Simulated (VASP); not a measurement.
Input of a VASP 6.6.1 run:

File POSCAR:

```
MnO
1.0
    0.0000000000      2.2220003300      2.2220003300
    2.2220003300      0.0000000000      2.2220003300
    2.2220003300      2.2220003300      0.0000000000
Mn O
1 1
Direct
    0.0000000000      0.0000000000      0.0000000000
    0.5000000000      0.5000000000      0.5000000000
```

INCAR.step1

```
PREC = Accurate ; ENCUT = 520
EDIFF = 1E-5 ; ISMEAR = -1
SIGMA = 0.05 ; LREAL = False
LASPH = True ; NELM = 100
ALGO = Normal ; ISIF = 2
LWAVE = True ; LCHARG = False
ISPIN = 2 ; MAGMOM = 4 0
LORBIT = 11 ; LMAXMIX = 4
NBANDS = 20 ; GGA = PE
```

File INCAR.step2:

```
PREC = Accurate ; ENCUT = 520
EDIFF = 1E-6 ; ISMEAR = -1
SIGMA = 0.05 ; LREAL = False
LASPH = True ; NELM = 100
ALGO = Normal ; ISIF = 2
LWAVE = False ; LCHARG = False
ISPIN = 2 ; MAGMOM = 4 0
LORBIT = 11 ; LMAXMIX = 4
GGA = PE ; LHFCALC = True
AEXX = 0.05 ; PRECFOCK = Fast
HFRCUT = -1 ; NBANDS = 20
ISTART = 1
```

The input KPOINTS:

```
Automatic mesh
0
Gamma
  5 5 5
```

Potentials or basis: VASP PAW PBE potentials, release 64 (Mn_pv, O).

Run with:

```sh
$ cat potpaw_PBE.64/Mn_pv/POTCAR potpaw_PBE.64/O/POTCAR > POTCAR
$ cp INCAR.step1 INCAR
$ mpirun -np 1 vasp_std > vasp.out
$ cp INCAR.step2 INCAR
$ mpirun -np 1 vasp_std > vasp.out
```

(1) Estimate the band gap on the k mesh.

(2) Predict the pressure.

(3) What does it give for the site moments?

(4) What does it give for the net moment?

Answers

(1) none (metal or under the smearing width).

(2) 2.5 GPa.

(3) Mn +4.45; O +0.22 μB.

(4) 4.91 μB per cell.

Caveat: the k mesh is coarse (spacing up to 0.49 Å⁻¹), so the values aren't converged, least of all with exact exchange; the PAW data sets were made with another functional, which shifts forces and pressure a little; a cell with one magnetic atom can't hold antiferromagnetic order, which such compounds often take.
